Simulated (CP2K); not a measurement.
The system is C.

```xyz
8
Lattice="2.5221 0.0000 0.0000 -1.2611 2.1842 0.0000 0.0000 0.0000 8.2371" Properties=species:S:1:pos:R:3 pbc="T T T"
C     1.2611    0.7281    6.9501
C     0.0000    1.4561    2.8315
C     1.2611    0.7281    5.4056
C     0.0000    1.4561    1.2870
C     0.0000    0.0000    7.4649
C     0.0000    0.0000    3.3463
C     0.0000    0.0000    4.8908
C     0.0000    0.0000    0.7722
```

This is a hexagonal form of diamond, not graphite.

Base run:

* Program: CP2K 2026.2
* Functional: RPBE
* Potentials or basis: POTENTIAL_UZH C GTH-PBE-q4; TZVP-MOLOPT-PBE-GTH basis
* Density cutoff: 6123 eV
* k mesh: 12 × 12 × 4
* Occupations: fermi-dirac, width 0.05 eV
* Spin: no spin polarisation

Its results: band gap on the k mesh 4.93 eV, indirect (least direct gap 5.31 eV); pressure 5.8 GPa; largest force 0.335 eV/Å.

Q: The run is repeated on the same cell with these changes: functional from RPBE to PBEsol; ngrids from 5 to 4. What comes out?

A: Band gap on the k mesh 4.70 eV, indirect (least direct gap 5.24 eV); pressure 1.0 GPa; largest force 0.344 eV/Å.

Caveats: the potentials were made for another functional, which shifts forces and pressure; the basis of atomic orbitals isn't converged, which shifts pressures, moduli and gaps.
